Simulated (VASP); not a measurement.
# MnAs (F-43m) in VASP: relaxation of cell and atoms with PBE

Aim: the relaxation of cell and atoms of MnAs with PBE.

All numbers are computed with VASP 6.6.1; they aren't measurements. Logs are shortened: lines on timing, memory, paths and dates and some standing lists are left out, and cuts for length are marked.

## Step 1: The structure

Symmetry: F-43m, No. 216, cubic system. Conventional cell: a = 5.655 Å, b = 5.655 Å, c = 5.655 Å, α = 90.00°, β = 90.00°, γ = 90.00°. Around Mn (site symmetry -43m) lie 4 As at 2.45 Å. As (site symmetry -43m) is surrounded by 4 Mn at 2.45 Å.

The cell was built by a generator and needn't be a form met in nature.

## Step 2: Relaxation of cell and atoms, PBE, collinear spin, ferromagnetic start

The input, INCAR:

```
PREC = Accurate
ENCUT = 600
EDIFF = 1E-7
ISMEAR = 0
SIGMA = 0.03
LREAL = False
LASPH = True
NELM = 150
ALGO = Normal
ISIF = 3
LWAVE = False
LCHARG = False
ISPIN = 2
MAGMOM = 4 0
LORBIT = 11
LMAXMIX = 4
GGA = PE
IBRION = 2
NSW = 90
EDIFFG = -0.005
AMIX = 0.2
BMIX = 1E-4
AMIX_MAG = 0.8
BMIX_MAG = 1E-4
```

The input, KPOINTS:

```
Automatic mesh
0
Gamma
  12 12 12
```

The input, POSCAR:

```
MnAs                                    
1.0
   -0.0000000000      2.8277164694      2.8277164694
    2.8277164694      0.0000000000      2.8277164694
    2.8277164694      2.8277164694      0.0000000000
  Mn              As            
     1     1
Direct
     1.0000000000000000    1.0000000000000000    1.0000000000000000
     0.2500000000000000    0.2500000000000000    0.2500000000000000
```

Potentials or basis: VASP PAW PBE potentials, release 64 (Mn_pv, As).

The run is started by

```bash
cat potpaw_PBE.64/Mn_pv/POTCAR potpaw_PBE.64/As/POTCAR > POTCAR
mpirun -np 1 vasp_std > vasp.out
```

OUTCAR:

```text
PREC = Accurate
   ENCUT = 600
   EDIFF = 1E-7
   ISMEAR = 0
   LREAL = False
   LASPH = True
   NELM = 150
   ISIF = 3
   ISPIN = 2
   LORBIT = 11
   GGA = PE
   IBRION = 2
   NSW = 90
   EDIFFG = -0.005
   AMIX = 0.2
   AMIX_MAG = 0.8

 ion  position               nearest neighbor table
   1  0.000  0.000  0.000-   2 2.45   2 2.45   2 2.45   2 2.45
   2  0.250  0.250  0.250-   1 2.45   1 2.45   1 2.45   1 2.45

  LATTYP: Found a face centered cubic cell.
 ALAT       =     5.6554329388

  Lattice vectors:

 A1 = (   0.0000000000,   2.8277164694,   2.8277164694)
 A2 = (   2.8277164694,   0.0000000000,   2.8277164694)
 A3 = (   2.8277164694,   2.8277164694,   0.0000000000)

Analysis of symmetry for initial positions (statically):
=====================================================================
 Subroutine PRICEL returns:
 Original cell was already a primitive cell.

 Routine SETGRP: Setting up the symmetry group for a
 face centered cubic supercell.

 Subroutine GETGRP returns: Found 24 space group operations
 (whereof 24 operations were pure point group operations)
 out of a pool of 48 trial point group operations.

The static configuration has the point symmetry T_d .

Analysis of symmetry for dynamics (positions and initial velocities):
=====================================================================
 Subroutine PRICEL returns:
 Original cell was already a primitive cell.

 Routine SETGRP: Setting up the symmetry group for a
 face centered cubic supercell.

 Subroutine GETGRP returns: Found 24 space group operations
 (whereof 24 operations were pure point group operations)
 out of a pool of 48 trial point group operations.

The dynamic configuration has the point symmetry T_d .

Analysis of structural, dynamic, and magnetic symmetry:
=====================================================================
 Subroutine PRICEL returns:
 Original cell was already a primitive cell.

 Routine SETGRP: Setting up the symmetry group for a
 face centered cubic supercell.

 Subroutine GETGRP returns: Found 24 space group operations
 (whereof 24 operations were pure point group operations)
 out of a pool of 48 trial point group operations.

The overall configuration has the point symmetry T_d .

 Subroutine INISYM returns: Found 24 space group operations
 (whereof 24 operations are pure point group operations),
 and found     1 'primitive' translations

----------------------------------------------------------------------------------------

                                     Primitive cell

  volume of cell :      45.2207

  direct lattice vectors                    reciprocal lattice vectors
     0.000000000  2.827716469  2.827716469    -0.176821122  0.176821122  0.176821122
     2.827716469  0.000000000  2.827716469     0.176821122 -0.176821122  0.176821122
     2.827716469  2.827716469  0.000000000     0.176821122  0.176821122 -0.176821122

  length of vectors
     3.998994982  3.998994982  3.998994982     0.306263168  0.306263168  0.306263168

  position of ions in fractional coordinates (direct lattice)
     0.000000000  0.000000000  0.000000000
     0.250000000  0.250000000  0.250000000

  ion indices of the primitive-cell ions
   primitive index   ion index
                 1           1
                 2           2

----------------------------------------------------------------------------------------

 KPOINTS: Automatic mesh

Automatic generation of k-mesh.
 Grid dimensions read from file:
 generate k-points for:   12   12   12

 Generating k-lattice:

  Cartesian coordinates                     Fractional coordinates (reciprocal lattice)
    -0.014735094  0.014735094  0.014735094     0.083333333  0.000000000  0.000000000
     0.014735094 -0.014735094  0.014735094     0.000000000  0.083333333  0.000000000
[... 110 lines left out ...]
------------------------ aborting loop because EDIFF is reached ----------------------------------------

  FORCE on cell =-STRESS in cart. coord.  units (eV):
  Direction    XX          YY          ZZ          XY          YZ          ZX
  --------------------------------------------------------------------------------------
  -------------------------------------------------------------------------------------
  Total        0.0508472      0.0508472      0.0508472     -0.0000000     -0.0000000      0.0000000
  in kB        1.8015229      1.8015229      1.8015229     -0.0000000     -0.0000000      0.0000000
  external PRESSURE =       1.8015229 kB  Pullay stress =       0.0000000 kB

 VOLUME and BASIS-vectors are now :
 -----------------------------------------------------------------------------
  energy-cutoff  :      600.00
  volume of cell :       45.22
      direct lattice vectors                 reciprocal lattice vectors
     0.000000000  2.827716469  2.827716469    -0.176821122  0.176821122  0.176821122
     2.827716469  0.000000000  2.827716469     0.176821122 -0.176821122  0.176821122
     2.827716469  2.827716469  0.000000000     0.176821122  0.176821122 -0.176821122

 POSITION                                       TOTAL-FORCE (eV/Angst)
 -----------------------------------------------------------------------------------
      0.00000      0.00000      0.00000        -0.000000     -0.000000     -0.000000
      1.41386      1.41386      1.41386         0.000000      0.000000      0.000000
 -----------------------------------------------------------------------------------
    total drift:                               -0.000000     -0.000000     -0.000000

  FREE ENERGIE OF THE ION-ELECTRON SYSTEM (eV)
  ---------------------------------------------------
  free  energy   TOTEN  =       -13.3143356014 eV

  energy  without entropy=      -13.3136578101  energy(sigma->0) =      -13.31399671

--------------------------------------- Ionic step        2  -------------------------------------------

 number of electron      17.9999987 magnetization       3.7122296

 Free energy of the ion-electron system (eV)
  ---------------------------------------------------
  ext. energy  EPLUGINS =         0.00000000
  ---------------------------------------------------
  free energy    TOTEN  =       -13.31442663 eV

  energy without entropy =      -13.31371443  energy(sigma->0) =      -13.31407053

 E-fermi :   3.8558     XC(G=0):  -9.5750

 val. band max:        3.8494672408   @ k =  -0.4167   0.3333   0.0000
 cond. band min:       3.8567687985   @ k =  -0.2500   0.4167   0.1667
 fundamental gap:      0.0073015577
 Fermi energy:         3.8557500767

 spin component 1

 k-point     1 :       0.0000    0.0000    0.0000
  band No.  band energies     occupation
      1     -46.3895      1.00000
      2     -46.3895      1.00000
      3     -46.3895      1.00000
      4      -7.7573      1.00000
      5       0.0763      1.00000
      6       0.0763      1.00000
      7       0.0763      1.00000
      8       1.0784      1.00000
      9       1.0784      1.00000
     10       6.4530      0.00000
     11       6.4530      0.00000
     12       6.4530      0.00000
     13       6.9032      0.00000
     14      10.3252      0.00000
[... 403 lines left out ...]
      4      -6.5618      1.00000
      5      -0.5154      1.00000
      6       0.1315      1.00000
      7       0.3481      1.00000
      8       1.1723      1.00000
      9       1.2213      1.00000
     10       1.6359      1.00000
     11       3.6801      1.00000
     12       4.6288      0.00000
     13       8.9713      0.00000
     14      10.4693      0.00000
     15      11.6924      0.00000

 [... further k-points ...]

 spin component 2

 k-point     1 :       0.0000    0.0000    0.0000
  band No.  band energies     occupation
      1     -42.5466      1.00000
      2     -42.5466      1.00000
      3     -42.5466      1.00000
      4      -7.7575      1.00000
      5       1.8117      1.00000
      6       1.8117      1.00000
      7       1.8117      1.00000
      8       4.6594      0.00000
      9       4.6594      0.00000
     10       7.4584      0.00000
     11       7.9015      0.00000
     12       7.9015      0.00000
     13       7.9015      0.00000
     14      11.0885      0.00000
[... 403 lines left out ...]
      4      -6.6434      1.00000
      5      -0.1235      1.00000
      6       1.5188      1.00000
      7       2.0314      1.00000
      8       4.3252      0.00000
      9       4.6201      0.00000
     10       4.8113      0.00000
     11       5.7956      0.00000
     12       6.3067      0.00000
     13       9.6666      0.00000
     14      11.2613      0.00000
     15      12.4307      0.00000

 [... further k-points ...]

------------------------ aborting loop because EDIFF is reached ----------------------------------------

  FORCE on cell =-STRESS in cart. coord.  units (eV):
  Direction    XX          YY          ZZ          XY          YZ          ZX
  --------------------------------------------------------------------------------------
  -------------------------------------------------------------------------------------
  Total        0.0008388      0.0008388      0.0008388      0.0000000      0.0000000      0.0000000
  in kB        0.0296089      0.0296089      0.0296089      0.0000000      0.0000000      0.0000000
  external PRESSURE =       0.0296089 kB  Pullay stress =       0.0000000 kB

 VOLUME and BASIS-vectors are now :
 -----------------------------------------------------------------------------
  energy-cutoff  :      600.00
  volume of cell :       45.39
      direct lattice vectors                 reciprocal lattice vectors
    -0.000000000  2.831184667  2.831184667    -0.176604517  0.176604517  0.176604517
     2.831184667 -0.000000000  2.831184667     0.176604517 -0.176604517  0.176604517
     2.831184667  2.831184667  0.000000000     0.176604517  0.176604517 -0.176604517

 POSITION                                       TOTAL-FORCE (eV/Angst)
 -----------------------------------------------------------------------------------
      5.66237      5.66237      5.66237        -0.000000     -0.000000     -0.000000
      1.41559      1.41559      1.41559         0.000000      0.000000      0.000000
 -----------------------------------------------------------------------------------
    total drift:                               -0.000000     -0.000000     -0.000000

  FREE ENERGIE OF THE ION-ELECTRON SYSTEM (eV)
  ---------------------------------------------------
  free  energy   TOTEN  =       -13.3144266315 eV

  energy  without entropy=      -13.3137144333  energy(sigma->0) =      -13.31407053

 reached required accuracy - stopping structural energy minimisation

 total charge

# of ion       s       p       d       tot
------------------------------------------
    1        0.323   6.222   4.960  11.505
    2        1.227   1.566   0.033   2.827
--------------------------------------------------
tot          1.551   7.789   4.993  14.332

 magnetization (x)

# of ion       s       p       d       tot
------------------------------------------
    1        0.057   0.039   3.552   3.647
    2       -0.001  -0.181   0.018  -0.164
--------------------------------------------------
tot          0.056  -0.142   3.569   3.483
```

It took 66 s on 1 thread of Intel Xeon 6975P-C (Granite Rapids), shared host; peak memory 0.27 GiB.

Results:

- Free energy: -13.3144 eV
- Relaxed volume: 22.69 Å³/atom
- Relaxed cell: a = 4.004 Å, b = 4.004 Å, c = 4.004 Å, α = 60.00°, β = 60.00°, γ = 60.00°
- Space group after relaxing (to 0.05 Å): F-43m (No. 216)
- Energy gained by relaxing: 0.0 meV/atom
- Ionic steps: 2
- Pressure after relaxing: 0.0 GPa
- Band gap on the k mesh: none (metal or under the smearing width)
- Net moment: 3.71 μB per cell
- Site moments: Mn +3.65; As -0.16 μB
- Valence electrons inside the program's atomic spheres: Mn 11.51; As 2.83

Final structure:
```cif
data_structure
_symmetry_space_group_name_H-M 'P 1'
_symmetry_Int_Tables_number 1
_cell_length_a 4.0039
_cell_length_b 4.0039
_cell_length_c 4.0039
_cell_angle_alpha 60.000
_cell_angle_beta 60.000
_cell_angle_gamma 60.000
_cell_volume 45.39
loop_
_atom_site_label
_atom_site_type_symbol
_atom_site_fract_x
_atom_site_fract_y
_atom_site_fract_z
_atom_site_occupancy
Mn1 Mn 0.00000 0.00000 0.00000 1
As1 As 0.25000 0.25000 0.25000 1
```

Levels at points of the mesh, in eV from the Fermi level:
Spin up:
```csv
k point,band 9,band 10,band 11,band 12,band 13,band 14
"(0.00, 0.00, 0.00)",-2.78,2.60,2.60,2.60,3.05,6.47
"(0.50, 0.00, 0.00)",-2.65,-2.28,1.14,1.14,4.22,7.02
"(0.50, 0.50, 0.00)",-2.61,-2.08,-0.87,-0.87,3.54,4.87
```
Spin down:
| k point | band 4 | band 5 | band 6 | band 7 | band 8 | band 9 | band 10 | band 11 |
| --- | --- | --- | --- | --- | --- | --- | --- | --- |
| (0.00, 0.00, 0.00) | -11.61 | -2.04 | -2.04 | -2.04 | 0.80 | 0.80 | 3.60 | 4.05 |
| (0.50, 0.00, 0.00) | -10.60 | -4.25 | -1.86 | -1.86 | 0.72 | 0.87 | 0.87 | 2.60 |
| (0.50, 0.50, 0.00) | -10.25 | -4.12 | -1.81 | -1.81 | -0.12 | 0.94 | 1.14 | 1.18 |

Caveat: a cell with one magnetic atom can't hold antiferromagnetic order, which such compounds often take.
